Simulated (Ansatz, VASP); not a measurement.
# Two plane-wave programs on Al

INCAR

```
SYSTEM = Al
PREC = Accurate ; ENCUT = 550
EDIFF = 1E-7 ; ISMEAR = 1
SIGMA = 0.2 ; LREAL = .FALSE.
LASPH = .TRUE. ; NELM = 80
ALGO = Fast ; ISIF = 2
LWAVE = .FALSE. ; LCHARG = .TRUE.
GGA = RE ; IVDW = 12
LVHAR = .TRUE.
```

File KPOINTS:

```
regular mesh
0
G
  11 11 11
  0 0 0
```

Contents of POSCAR:

```
Al
2.8635
    0.000000000000      0.707108433735      0.707108433735
    0.707108433735      0.000000000000      0.707108433735
    0.707108433735      0.707108433735      0.000000000000
Al
1
Direct
    0.0000000000      0.0000000000      0.0000000000
```

Contents of input.yaml:

```yaml
crystal:
  lattice:
    - [0.0, 2.024805, 2.024805]
    - [2.024805, 0.0, 2.024805]
    - [2.024805, 2.024805, 0.0]
  atoms:
    - { symbol: Al, position: [0.0, 0.0, 0.0] }
hamiltonian:
  xc: revpbe
  pseudopotentials: { kind: paw }
  dispersion: d3bj
kpoints:
  mp_grid: { grid: [11, 11, 11] }
scf:
  occupations: { method: methfessel_paxton, width: 0.2 }
output:
  forces: true
  stress: true
  eigenvalues: true
  write_density: true
  write_potential: true
  elf: true
  volumetric_format: npy
```

Alike in both runs: task electrostatic potential; functional revPBE; dispersion D3(BJ); k mesh 11 × 11 × 11; occupations methfessel-paxton of order 1, width 0.2 eV; no spin polarisation.

|  | VASP | Ansatz |
| --- | --- | --- |
| version | VASP 6.6.1 | Ansatz 0.2.0 |
| potentials or method | VASP PAW PBE potentials, release 64 (Al_GW) | Ansatz PAW |
| plane-wave cutoff (eV) | 550 | 420 |
| valence electrons in the cell | 3 | 3 |

```csv
,VASP,Ansatz,Ansatz less VASP
gap on the k mesh at the Fermi level (eV),none,none,-
pressure (GPa),-5.9,-5.7,+0.18
dispersion energy (meV/atom),-634.7,-634.8,-0.08
```

A gap of «none» marks a metal or a gap that the smearing closes. The functional is the same, so the differences come from potentials, cutoffs and numerics.

Caveats: pairwise dispersion overbinds metals, which lowers pressure and volume; the PAW data sets were made with another functional, which shifts forces and pressure a little (VASP); the PAW data sets come from PBE, with cores solved anew for the run's functional, which leaves a small shift of forces and pressure (Ansatz).
